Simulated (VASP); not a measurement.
# HfO2 under changes of volume

One of the cells (10.711 Å³/atom); the others are scaled copies at fixed shape and fractional positions:

```
CELL_PARAMETERS angstrom
0.00000 2.52335 2.52335
2.52335 0.00000 2.52335
2.52335 2.52335 0.00000
ATOMIC_POSITIONS crystal
Hf 0.00000 0.00000 0.00000
O 0.75000 0.75000 0.75000
O 0.25000 0.25000 0.25000
```

Measurements of this composition are mostly on another form, of space group No. 14.

| Item | Value |
| --- | --- |
| Program | VASP 6.6.1 |
| Functional | PBE |
| Dispersion | D3(BJ) |
| Potentials or basis | VASP PAW PBE potentials, release 64 (Hf_pv, O) |
| Cutoff | 520 eV |
| k mesh | 8 × 8 × 8 |
| Occupations | gaussian, width 0.02 eV |
| Spin | no spin polarisation |

```csv
volume (Å³/atom),energy over the lowest point (meV/atom),pressure (GPa),gap on the mesh (eV)
10.283,16.04,11.8,3.95
10.497,4.13,5.7,3.89
10.711,0.00,0.1,3.84
10.925,?,?,?
11.140,12.02,-9.3,3.73
```

What does the run at 10.925 Å³/atom give?

Energy over the lowest point 2.85 meV/atom; pressure -4.8 GPa; gap on the mesh 3.78 eV.

Worked out: A Birch-Murnaghan fit of order 2 (a polynomial in V^(-2/3)) to the other rows has its minimum at 10.73 Å³/atom with B0 = V·E''(V) = 260 GPa. It gives 2.81 meV/atom at 10.925 Å³/atom, against the run's 2.85, and -dE/dV = -4.6 GPa, against -4.8. A straight line through the other rows of the gap, of slope -2.73 eV per unit of ln V (its deformation potential), gives 3.78 eV, against the run's 3.78.

Energies are extrapolated to zero smearing.

Caveats: spin-orbit coupling is left out, which moves the levels of the heavy elements.

A mesh can miss the band edges.
